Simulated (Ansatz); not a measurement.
# SnP3(010) slab with F (97 atoms): support functions against a reference

Wanted: errors and times of a linear-scaling basis for SnP3(010) slab with F (97 atoms). A setting counts as converged where the r.m.s. difference of forces stays under 1 % of the r.m.s. force.

Calculated with Ansatz 0.2.0; Kohn-Sham DFT, PBE+D3(BJ), PAW (set soft_2), plane waves.

**1. Starting point**

The cell holds 97 atoms: 24 Sn, 72 P and 1 F. Its edges and angles: a = 14.757 Å, b = 10.512 Å, c = 28.602 Å, α = 90.0°, β = 90.0°, γ = 90.0°. It derives from SnP3 (R-3m, COD entry). R-3m (COD entry) SnP3 (cell 7.378, 7.378, 10.51, 90, 90, 120), (010) slab of 2 repeat layers, 2 x 1 surface cells, 16 Å of vacuum; 1 F on top sites; displaced by a Gaussian of 0.03 Å. Regions: slab, 96 atoms (24 Sn and 72 P); F adsorbates, 1 atom (1 F). Vacuum lies along c.

Limits known from the start: Beside vacuum, support functions can miss their usual error bounds without a warning. The electron count is odd and the run has no spin polarisation, so levels at the top are partly filled by construction. Sampling is at Γ alone, for a cell whose shortest periodic width is 11 Å.

**2. Plane-wave single point**

This run is the reference for what follows, at a cutoff of 420 eV.

The input, input.yaml:

```yaml
crystal:
  lattice:
    - [14.757, 0.0, 0.0]
    - [0.0, 10.5125, 0.0]
    - [0.0, 0.0, 28.60232]
  atoms:
    - { symbol: Sn, position: [0.49989, 0.07668, 0.42829] }
    - { symbol: Sn, position: [0.2447, 0.92565, 0.35372] }
    - { symbol: Sn, position: [0.49412, 0.74334, 0.28131] }
    - { symbol: Sn, position: [0.49492, 0.59203, 0.42719] }
    - { symbol: Sn, position: [0.24323, 0.41004, 0.35306] }
    - { symbol: Sn, position: [0.49865, 0.2571, 0.27822] }
    - { symbol: P, position: [0.13186, 0.71781, 0.38793] }
    - { symbol: P, position: [0.2468, 0.72044, 0.2867] }
    - { symbol: P, position: [0.36056, 0.71964, 0.38881] }
    - { symbol: P, position: [0.11259, 0.28734, 0.39406] }
    - { symbol: P, position: [0.38294, 0.27951, 0.39421] }
    - { symbol: P, position: [0.49777, 0.28807, 0.49805] }
    - { symbol: P, position: [0.38176, 0.38015, 0.46229] }
    - { symbol: P, position: [0.49651, 0.38604, 0.36177] }
    - { symbol: P, position: [0.10839, 0.38112, 0.46185] }
    - { symbol: P, position: [0.3581, 0.94732, 0.46857] }
    - { symbol: P, position: [0.13003, 0.95487, 0.46931] }
    - { symbol: P, position: [0.49652, 0.95104, 0.34577] }
    - { symbol: P, position: [0.38, 0.05376, 0.31401] }
    - { symbol: P, position: [0.24586, 0.05118, 0.43383] }
    - { symbol: P, position: [0.11036, 0.05224, 0.31453] }
    - { symbol: P, position: [0.36695, 0.61688, 0.31916] }
    - { symbol: P, position: [0.13106, 0.61318, 0.31931] }
    - { symbol: P, position: [0.24989, 0.61161, 0.42186] }
    - { symbol: Sn, position: [0.24596, 0.08006, 0.6511] }
    - { symbol: Sn, position: [0.49728, 0.92771, 0.57826] }
    - { symbol: Sn, position: [0.24684, 0.74477, 0.50149] }
    - { symbol: Sn, position: [0.24313, 0.59409, 0.65132] }
    - { symbol: Sn, position: [0.49413, 0.41304, 0.57828] }
    - { symbol: Sn, position: [0.2472, 0.2578, 0.50239] }
    - { symbol: P, position: [0.38656, 0.71355, 0.61221] }
    - { symbol: P, position: [0.49646, 0.71802, 0.51028] }
    - { symbol: P, position: [0.11289, 0.71882, 0.61281] }
    - { symbol: P, position: [0.36094, 0.28538, 0.61861] }
    - { symbol: P, position: [0.13255, 0.27885, 0.62022] }
    - { symbol: P, position: [0.24543, 0.28334, 0.72036] }
    - { symbol: P, position: [0.13043, 0.37905, 0.68474] }
    - { symbol: P, position: [0.24747, 0.38257, 0.58222] }
    - { symbol: P, position: [0.35874, 0.38337, 0.68656] }
    - { symbol: P, position: [0.1118, 0.95251, 0.69321] }
    - { symbol: P, position: [0.38167, 0.94814, 0.69367] }
    - { symbol: P, position: [0.24228, 0.95635, 0.57115] }
    - { symbol: P, position: [0.12553, 0.0537, 0.53683] }
    - { symbol: P, position: [0.49642, 0.04576, 0.65809] }
    - { symbol: P, position: [0.35867, 0.04999, 0.53817] }
    - { symbol: P, position: [0.11185, 0.61661, 0.54311] }
    - { symbol: P, position: [0.38525, 0.61966, 0.54255] }
    - { symbol: P, position: [0.49502, 0.62101, 0.6448] }
    - { symbol: Sn, position: [0.99653, 0.07662, 0.42892] }
    - { symbol: Sn, position: [0.74754, 0.92466, 0.35608] }
    - { symbol: Sn, position: [0.00103, 0.74035, 0.27918] }
    - { symbol: Sn, position: [0.99589, 0.58781, 0.42866] }
    - { symbol: Sn, position: [0.74905, 0.4123, 0.35391] }
    - { symbol: Sn, position: [0.99505, 0.2557, 0.2783] }
    - { symbol: P, position: [0.6321, 0.7191, 0.38745] }
    - { symbol: P, position: [0.74676, 0.71426, 0.28602] }
    - { symbol: P, position: [0.85858, 0.72139, 0.38843] }
    - { symbol: P, position: [0.61132, 0.27692, 0.39315] }
    - { symbol: P, position: [0.88459, 0.28265, 0.39433] }
    - { symbol: P, position: [0.99648, 0.27709, 0.49625] }
    - { symbol: P, position: [0.88363, 0.38491, 0.4631] }
    - { symbol: P, position: [0.99727, 0.38141, 0.35981] }
    - { symbol: P, position: [0.61041, 0.38421, 0.46297] }
    - { symbol: P, position: [0.85898, 0.95057, 0.46734] }
    - { symbol: P, position: [0.63298, 0.94939, 0.4687] }
    - { symbol: P, position: [0.99681, 0.94793, 0.3458] }
    - { symbol: P, position: [0.87833, 0.05439, 0.31266] }
    - { symbol: P, position: [0.74615, 0.05244, 0.43546] }
    - { symbol: P, position: [0.60936, 0.05345, 0.31285] }
    - { symbol: P, position: [0.86044, 0.6117, 0.32038] }
    - { symbol: P, position: [0.62937, 0.6165, 0.32118] }
    - { symbol: P, position: [0.74186, 0.61598, 0.42356] }
    - { symbol: Sn, position: [0.74433, 0.07135, 0.65205] }
    - { symbol: Sn, position: [0.99518, 0.91855, 0.57742] }
    - { symbol: Sn, position: [0.74602, 0.73612, 0.5027] }
    - { symbol: Sn, position: [0.74577, 0.59311, 0.65343] }
    - { symbol: Sn, position: [0.99359, 0.41037, 0.57809] }
    - { symbol: Sn, position: [0.74743, 0.25506, 0.50347] }
    [... 13 atom lines left out ...]
    - { symbol: P, position: [0.99548, 0.05144, 0.65812] }
    - { symbol: P, position: [0.86139, 0.0493, 0.53788] }
    - { symbol: P, position: [0.61082, 0.6195, 0.54459] }
    - { symbol: P, position: [0.88386, 0.61319, 0.54399] }
    - { symbol: P, position: [0.99735, 0.6078, 0.6451] }
    - { symbol: F, position: [0.11275, 0.71904, 0.67026] }
kpoints:
  mp_grid: { grid: [1, 1, 1] }
hamiltonian:
  xc: pbe
  dispersion: d3bj
scf:
  occupations: { method: fermi_dirac, width: 0.05 }
output:
  forces: true
  populations: true
  dos:
    method: { smearing: { sigma: 0.15 } }
    de: 0.1
    projected: { site_lists: { F: [F], P: [P], Sn: [Sn], F_adsorbates: [96] } }
  eigenvalues: true
  write_density: true
  write_potential: true
  volumetric_format: npy
```

On the command line:

```sh
$ ansatz run input.yaml --threads 4 --pin off --max-ram 8192MiB --backend cpu --events-out ev --progress --plain --runs-dir out
```

Numbers of over 12 decimals in the logs are rounded to 6 here.

Log:

```text
Engine: ansatz 0.2.0, aarch64-unknown-linux-gnu
Pseudopotentials: kind: paw
Pseudopotential: Sn, paw, valence charge 14, recommended cutoff 420 eV (normal), Sn.paw.azcp
Pseudopotential: P, paw, valence charge 5, recommended cutoff 420 eV (normal), P.paw.azcp
Pseudopotential: F, paw, valence charge 7, recommended cutoff 420 eV (normal), F.paw.azcp
[... 5 lines on functional and potentials left out ...]
Crystal: 97 atoms, lattice volume = 4437.163 Å³
Basis set: ecut = 420 eV, 86785 PW (Γ), exchange–correlation on 200×144×384 points (8 copies of the dense FFT grid, shifted against one another)
Bands: 449, of which v1, the nominal top of the filled ones, is band 352 counted from 1 (351 counted from 0)
Symmetry: 1 space group operations
Space group: P1 (ITA 1), of the structure as read, at distance tolerance 1.6e-4 Å
k-points: 1
[... 7 lines on functional and potentials left out ...]
Initial density: superposition of atomic densities (neutral atoms: chi_scale 0, normalization atom), corrected by the library's trained network
Initial wavefunctions: pseudopotential atomic-orbital guess
Functional: x = pbe(κ = 0.804, μ = 0.219515), c = pbe(β = 0.066725)
SCF iter   1: F=—  HF=-199813.294239 eV  |F-HF|=—  |Δ(HF+E_count)|=         —  Δρ=4.08e-3  dr2=1.10e1  ethr=1.77e-3  ⟨swp⟩=8.0  Hψ=2329  notcnv=0  defer=61
preconditioner: auto → LDOS  [metal: Δε(μ)=0.107 eV  Ē_g=8.074 eV  σ=0.050 eV  W_gap=0.45  n_scr=612 (ndim 8)  ℏωp=12.0 eV  f_vac=0.491  D(μ)=31.48/eV (n_scr^D=108)  β→1.0]
SCF iter   2: F=—  HF=-199812.939045 eV  |F-HF|=—  |Δ(HF+E_count)|=   3.55e-1  Δρ=2.31e-3  dr2=1.36e0  ethr=1.56e-3  ⟨swp⟩=2.0  Hψ=528  notcnv=0  defer=62
SCF iter   3: F=—  HF=-199812.830541 eV  |F-HF|=—  |Δ(HF+E_count)|=   1.09e-1  Δρ=7.51e-4  dr2=2.12e-1  ethr=1.94e-4  ⟨swp⟩=3.0  Hψ=521  notcnv=0  defer=72
SCF iter   4: F=—  HF=-199812.821067 eV  |F-HF|=—  |Δ(HF+E_count)|=   9.47e-3  Δρ=2.61e-4  dr2=2.08e-2  ethr=3.02e-5  ⟨swp⟩=2.0  Hψ=458  notcnv=0  defer=72
SCF iter   5: F=—  HF=-199812.820212 eV  |F-HF|=—  |Δ(HF+E_count)|=   8.55e-4  Δρ=1.03e-4  dr2=1.38e-3  ethr=2.95e-6  ⟨swp⟩=2.0  Hψ=507  notcnv=0  defer=72
SCF iter   6: F=—  HF=-199812.820248 eV  |F-HF|=—  |Δ(HF+E_count)|=   3.68e-5  Δρ=4.99e-5  dr2=3.11e-4  ethr=1.96e-7  ⟨swp⟩=2.0  Hψ=607  notcnv=0  defer=72
SCF iter   7: F=—  HF=-199812.820299 eV  |F-HF|=—  |Δ(HF+E_count)|=   5.08e-5  Δρ=2.45e-5  dr2=7.89e-5  ethr=4.42e-8  ⟨swp⟩=2.0  Hψ=562  notcnv=0  defer=72
SCF iter   8: F=—  HF=-199812.820917 eV  |F-HF|=—  |Δ(HF+E_count)|=   6.18e-4  Δρ=1.04e-5  dr2=1.41e-5  ethr=1.12e-8  ⟨swp⟩=2.0  Hψ=801  notcnv=0  defer=72
SCF iter   9: F=—  HF=-199812.820920 eV  |F-HF|=—  |Δ(HF+E_count)|=   2.95e-6  Δρ=4.89e-6  dr2=2.81e-6  ethr=2.01e-9  ⟨swp⟩=2.0  Hψ=516  notcnv=0  defer=72
SCF iter  10: F=—  HF=-199812.820921 eV  |F-HF|=—  |Δ(HF+E_count)|=   1.25e-6  Δρ=1.99e-6  dr2=4.59e-7  ethr=4.00e-10  ⟨swp⟩=2.0  Hψ=738  notcnv=0  defer=72
SCF iter  11: F=—  HF=-199812.820922 eV  |F-HF|=—  |Δ(HF+E_count)|=   3.79e-7  Δρ=1.02e-6  dr2=1.14e-7  ethr=1.42e-11  ⟨swp⟩=25.0  Hψ=4680  notcnv=0
SCF iter  12: F=-199812.820922 eV  HF=-199812.820922 eV  |F-HF|=4.61e-8  |Δ(HF+E_count)|=   1.55e-7  Δρ=4.23e-7  dr2=1.87e-8  ethr=1.42e-11  ⟨swp⟩=10.0  Hψ=2896  notcnv=0
SCF 1 converged in 12 iterations: F = -199812.820922 eV  dr2 = 1.87e-8
  greatest PAW one-centre occupation: 0.992 electrons in one spin orbital (limit 2), on the Sn atom at site 27 (counted from 0), in its partial waves of l = 2
WARN: The output density's exchange-correlation potential varies sharply where the density is thin. Do not read a vacuum level from v_tot or v_xc, or from such a field of the output density. On a cell that repeats whose density bears no net charge and no dipole along the vacuum's axis use v_es (v_loc + v_h of the components); [...]
SCF converged after 12 iterations
Free energy (F): -199812.820922 eV
Harris-Foulkes:  -199812.820922 eV  (|F-HF|=4.61e-8)
Internal energy: -199812.517355 eV  (E = F + TS)
E sigma→0 (E₀):  -199812.669138 eV
Entropy (-TS):   -0.303567 eV (-3.130 meV/atom)
Fermi energy:    1.263756 eV
--- Per-component energies (eV) ---
  E_band       = -6986.949796
  E_kinetic    = 9687.634117
  E_local      = -444011.421018  (includes V_loc(G=0)·N_el)
  E_nonlocal   = 1741.271651
  E_hartree    = 220730.186159
  E_xc         = -13649.778974
  E_vxc        = -6729.939931  (∫ρ·V_xc dr)
  E_paw        = -140465.392039  (= ΣΔE_a)
  E_vpaw       = -9134.857739  (= ΣTr[D̂ρ^β])
  E_aug_tail   = 0.002287  (compensation charges beyond the density's cutoff)
  E_ewald      = 166185.330127
  E_disp       = -30.349665  (pairwise vdW)
  E_smearing   = -0.303567  (= −TS)
  E_closure    = -0.000000  (closes the sum)
  Σ components = -199812.820922   (vs F -199812.820922, Δ=0.00e0)
--- Forces (eV/Å), atoms counted from 1 ---
  atom   1  Sn    -0.29984343    -0.14025703     0.08818023
  atom   2  Sn     0.07119043     0.16374343    -0.60453192
  atom   3  Sn     0.46955446     0.89905981    -0.45703998
  atom   4  Sn     0.16658993     0.11851440     0.20392610
  atom   5  Sn     0.56684715    -0.12533528    -0.08258351
  atom   6  Sn    -0.06500810    -0.85402281     0.78120056
  atom   7  P     -0.14818365    -0.70860026    -0.06322584
  atom   8  P      0.18237936    -0.20250039     0.20062241
  atom   9  P      0.46562773    -0.44014381    -0.51541479
  atom  10  P     -0.18352025    -0.75607656     0.01371871
  atom  11  P     -0.19099817    -0.05835818     0.04341568
  atom  12  P     -0.20019369    -0.18909472    -0.05282563
  atom  13  P      0.04284643     0.25666129     0.14154950
  atom  14  P      0.10056726    -0.22088097    -0.07517187
[...]
atom  96  P     -1.75345406    -0.73540689    -1.86633976
  atom  97  F      0.82528449     1.73423375     5.31242174
  max |Σ_I F_I| component: 9.84e-6 eV/Å
--- Band table (eV) ---
  k-point 0: bands = ["-25.3463", "-20.6178", "-20.6079", "-20.5755", [... 433 levels ...], "4.8029", "4.8315", "4.8942", "4.9297", "4.9860", "4.9984", "5.0306", "5.0505", "5.0783", "5.1121", "5.1375", "5.1981"]
--- Löwdin populations: 97 sites ---
  site symbol       q [e]
     0     Sn     13.6706
     1     Sn     13.6209
     2     Sn     13.7134
[...]
96      F      7.4082
  spilling = 0.008314 (of n_electrons = 703.000000)
```

Elapsed: 3 min, on 4 threads of Arm Neoverse N1, shared host; peak memory 5.3 GiB.

In the SCF lines HF is the Harris–Foulkes energy and dr2 the Hartree energy of the density residual, in eV; the loop may stop once dr2 is under the threshold and the program's other checks hold. Hψ counts applications of the Hamiltonian.

The program notes that the exchange-correlation potential is rough where the density is thin.

Read from the output:

```yaml
free_energy: -199812.8209 eV
free_energy_per_atom: -2059.9260 eV/atom
scf_cycles: 12
r_m_s_force_component: 0.6127 eV/Å
longest_force: 5.649 eV/Å
fermi_energy: 1.264 eV
levels_partly_filled_by_over_2_per_cent: 7
spilling_of_the_projection: 0.008314
```

The r.m.s. force component of 0.61 eV/Å sets the scale for the differences below.

**3. Support functions medium**

The cell is solved in localised support functions.

This step: Kohn-Sham DFT, PBE+D3(BJ), PAW (set soft_2), localised support functions (medium) (Ansatz 0.2.0).

input.yaml, the sections that differ from step 2:

```yaml
scf:
  occupations: { method: fermi_dirac, width: 0.05 }
  eigensolver: { kind: { support_functions: { accuracy: medium } } }
  mixing: { beta: 0.2 }
  max_iter: 150
output:
  forces: true
# crystal, kpoints, hamiltonian: as in step 2
```

Log:

```text
Warning: scf.eigensolver.kind.support_functions: disabling space-group detection — the functions' gradient is summed over unrotated k-points, so no spatial operation reduces the k-mesh or symmetrises the density; time reversal is kept, so that k and −k are solved as one point where they differ and the mesh holds both, and exact exchange and, on two spinor components, a DFT+U term hold to it where the run has them: [...]
Warning: basis.ecutwfc = 631 eV, auto-derived: no grid that the accuracy of the support functions lays serves the files at the lower one that their records recommend; a deck with other species or settings can derive another value
settings of this run that can trade accuracy for cost: scf.eigensolver.kind.support_functions [...]
Engine: ansatz 0.2.0, aarch64-unknown-linux-gnu
Pseudopotentials: kind: paw
Pseudopotential: Sn, paw, valence charge 14, recommended cutoff 420 eV (normal), Sn.paw.azcp
Pseudopotential: P, paw, valence charge 5, recommended cutoff 420 eV (normal), P.paw.azcp
Pseudopotential: F, paw, valence charge 7, recommended cutoff 420 eV (normal), F.paw.azcp
[... 5 lines on functional and potentials left out ...]
Error: memory limit exceeded: the `scf loop` phase needs 8.11 GiB against the run's memory maximum of 8.00 GiB; largest carriers: support functions 5.00 GiB, ion tables 0.97 GiB, density mixer 0.90 GiB, unmodelled-tail allowance 0.36 GiB, iteration grids 0.30 GiB; this run sums exchange and correlation above basis.xc_grid: [...]
with nothing else changed it takes a maximum of at least 8.11 GiB, with nothing to spare, and 8.92 GiB leaves up to a tenth: --max-ram 8.92GiB where that set the maximum, else more of the term that did, and with no share typed, where 8.92 GiB is over 0.88 of the host's memory or its container's limit, [...]
```

Wall time 9.6 s (4 threads); peak memory 0.6 GiB.

The program refused the input before any cycle.

The program's message: “Error: memory limit exceeded: the `scf loop` phase needs 8.11 GiB against the run's memory maximum of 8.00 GiB; largest carriers: support functions 5.00 GiB, ion tables 0.97 GiB, density mixer 0.90 Gi …”

The refusal is over memory: the job needs 8.11 GiB where 8.00 GiB were allowed.

**4. Support functions medium**

After the refusal for memory the run is tried again with basis.xc_grid typed, in the hope of saving memory. Against the reference, the basis becomes support functions and the exchange-correlation grid changes.

Edit input.yaml of step 3 so:

```diff
@@ -19 +19,3 @@
   forces: true
+basis:
+  xc_grid: 1
```

Log:

```text
Warning: scf.eigensolver.kind.support_functions: disabling space-group detection — the functions' gradient is summed over unrotated k-points, so no spatial operation reduces the k-mesh or symmetrises the density; time reversal is kept, so that k and −k are solved as one point where they differ and the mesh holds both, and exact exchange and, on two spinor components, a DFT+U term hold to it where the run has them: [...]
Warning: basis.ecutwfc = 631 eV, auto-derived: no grid that the accuracy of the support functions lays serves the files at the lower one that their records recommend; a deck with other species or settings can derive another value
Warning: support functions under the default level of basis.xc_grid: at basis.xc_grid: 1 exchange and correlation are summed on fewer points, where forces can miss the bounds of the functions' level; take no difference of energies between a run at 1 and one at another level, and run at basis.xc_grid: [...]
settings of this run that can trade accuracy for cost: scf.eigensolver.kind.support_functions [...]
Engine: ansatz 0.2.0, aarch64-unknown-linux-gnu
Pseudopotentials: kind: paw
Pseudopotential: Sn, paw, valence charge 14, recommended cutoff 420 eV (normal), Sn.paw.azcp
Pseudopotential: P, paw, valence charge 5, recommended cutoff 420 eV (normal), P.paw.azcp
Pseudopotential: F, paw, valence charge 7, recommended cutoff 420 eV (normal), F.paw.azcp
[... 5 lines on functional and potentials left out ...]
Error: memory limit exceeded: the `scf loop` phase needs 8.03 GiB against the run's memory maximum of 8.00 GiB; largest carriers: support functions 5.00 GiB, density mixer 0.90 GiB, iteration grids 0.69 GiB, ion tables 0.65 GiB, unmodelled-tail allowance 0.36 GiB; wavefunction blocks cannot be spilled: a run on support functions holds no wavefunction block
with nothing else changed it takes a maximum of at least 8.03 GiB, with nothing to spare, and 8.83 GiB leaves up to a tenth: --max-ram 8.83GiB where that set the maximum, else more of the term that did, and with no share typed, where 8.83 GiB is over 0.88 of the host's memory or its container's limit, [...]
```

It took 9.7 s on 4 threads; peak memory 0.64 GiB.

The input was rejected at the start.

The program's message: “Error: memory limit exceeded: the `scf loop` phase needs 8.03 GiB against the run's memory maximum of 8.00 GiB; largest carriers: support functions 5.00 GiB, density mixer 0.90 GiB, iteration grids 0. …”

The refusal is over memory: the job needs 8.03 GiB where 8.00 GiB were allowed.

[end of part 1 of 3]

[Logs are printed without paths, hosts, clocks, repeated set-up lines and the standing remarks that a program may print on its own settings, such as how far it seeks lower states.]

[Hosts, paths, dates, database ids (printed as entryN), source tags and the programs' standing remarks are cut or masked in the printed files.]
